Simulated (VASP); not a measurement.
Write the native input for VASP 6.6.1 that does the following.

```yaml
Task: density of states
Functional: revPBE
Potentials_or_basis: VASP PAW PBE potentials, release 64 (Tb_3), 4f in core
Cutoff: 600 eV
k_mesh: 8 × 5 × 9
Occupations: methfessel-paxton, width 0.1 eV
Spin: collinear spin, antiferromagnetic start
Starting_moments: "[6.0, -6.0] μB"
Supercell_matrix: "[1, 1, 0, -1, 1, 0, 0, 0, 1]"
k_mesh_for_the_DOS: 12 × 8 × 14
Further_INCAR_settings: ALGO = Normal; EDIFF = 1e-06; NBANDS = 20
```

The system is Tb.

```
Tb
1.0
     0.04455   -0.01892    4.03259
     4.00568   -4.06046    0.06347
     1.96164    2.02077   -2.00348
Tb
2
Direct
  0.00000 0.00000 0.00000
  0.50000 0.50000 0.00000
```

The cell isn't the ideal one: cell strained at random at fixed volume.

These files were run (other wordings do the same):

POSCAR

```
Tb
4.0329
    0.011047633217     -0.004690669245      0.999923132237
    0.993250514518     -1.006835031863      0.015738054502
    0.486409283642      0.501070445585     -0.496782960153
Tb
2
Direct
    0.0000000000      0.0000000000      0.0000000000
    0.5000000000      0.5000000000      0.0000000000
```

INCAR.step1

```
  PREC = Accurate
  ENCUT = 600
  EDIFF = 1E-6
  ISMEAR = 1
  SIGMA = 0.1
  LREAL = F
  LASPH = T
  NELM = 150
  ALGO = Normal
  ISIF = 2
  LWAVE = F
  LCHARG = T
  ISPIN = 2
  MAGMOM = 6 -6
  LMAXMIX = 6
  GGA = RE
  NBANDS = 20
```

KPOINTS.step1

```
Automatic mesh
0
Gamma
  8 5 9
```

INCAR.step2

```
  PREC = Accurate
  ENCUT = 600
  EDIFF = 1E-6
  ISMEAR = -5
  SIGMA = 0.1
  LREAL = F
  LASPH = T
  NELM = 150
  ALGO = Normal
  ISIF = 2
  LWAVE = F
  LCHARG = F
  ISPIN = 2
  MAGMOM = 6 -6
  LORBIT = 10
  LMAXMIX = 6
  GGA = RE
  NBANDS = 20
  NEDOS = 1001
  ICHARG = 11
```

KPOINTS.step2

```
Automatic mesh
0
Gamma
  12 8 14
```

Potentials or basis: VASP PAW PBE potentials, release 64 (Tb_3), 4f in core.

Launch:

```console
$ cat potpaw_PBE.64/Tb_3/POTCAR > POTCAR
$ cp INCAR.step1 INCAR
$ cp KPOINTS.step1 KPOINTS
$ mpirun -np 1 vasp_std > vasp.out
$ cp INCAR.step2 INCAR
$ cp KPOINTS.step2 KPOINTS
$ mpirun -np 1 vasp_std > vasp.out
```

It gave:

```
Net moment                                            : 0.00 μB per cell
Valence electrons inside the program's atomic spheres : Tb 7.78
```

Caveat: the magnetic or orbital state may not be the lowest; spin-orbit coupling is left out, which moves the levels of the heavy elements; the 4f electrons are frozen in the core as for a trivalent ion, so they carry no moment and show no levels.

Run time: 16 min on 1 thread of Intel(R) Xeon(R) Platinum 8488C (Sapphire Rapids), with other jobs on the host, peak memory 1.4 GiB.
